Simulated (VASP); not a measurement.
Wanted: the native input for a VASP 6.6.1 run.

```
Task                   : single point
Functional             : PBE
Potentials or basis    : VASP PAW PBE potentials, release 64 (Bi_d)
Cutoff                 : 520 eV
k mesh                 : 12 × 12 × 4
Occupations            : gaussian, width 0.1 eV
Spin                   : no spin polarisation
Dipole correction      : no
Further INCAR settings : ALGO = Fast; EDIFF = 1e-06; NBANDS = 22
```

The structure of Bi lies in POSCAR:

```
Bi
1.0
    4.7512439537      0.0000000000      0.0000000000
   -2.3756219769      4.1146979636      0.0000000000
    0.0000000000      0.0000000000     11.3175140400
Bi
2
Direct
    0.3333333333      0.6666666667      0.2500000000
    0.6666666667      0.3333333333      0.7500000000
```

This isn't the form of Bi at room conditions, which is rhombohedral.

The cell isn't the ideal one: strained and moved within the space group.

These files were run (other wordings do the same):

INCAR

```
PREC     = Accurate       # precision mode
ENCUT    = 520            # plane-wave cutoff, eV
EDIFF    = 1E-6           # SCF threshold, eV
ISMEAR   = 0              # smearing method
SIGMA    = 0.1            # smearing width, eV
LREAL    = F              # projectors in reciprocal space
LASPH    = T              # aspherical terms in the spheres
NELM     = 100            # most SCF steps
ALGO     = Fast           # electronic algorithm
ISIF     = 2              # what is computed and relaxed
LWAVE    = F              # write WAVECAR
LCHARG   = F              # write CHGCAR
GGA      = PE             # functional
NBANDS   = 22             # bands
```

KPOINTS

```
regular mesh
0
Gamma
  12 12 4
```

Potentials or basis: VASP PAW PBE potentials, release 64 (Bi_d).

Run with:

```sh
$ cat potpaw_PBE.64/Bi_d/POTCAR > POTCAR
$ mpirun -np 1 vasp_std > vasp.out
```

It gave:

* Pressure: -2.9 GPa
* Band gap on the k mesh: none (metal or under the smearing width)

Caveat: spin-orbit coupling is left out, which moves the levels of the heavy elements.

Run time: 2.7 min on 1 thread of Intel(R) Xeon(R) Platinum 8559C (Emerald Rapids) (shared host), peak memory 0.44 GiB.
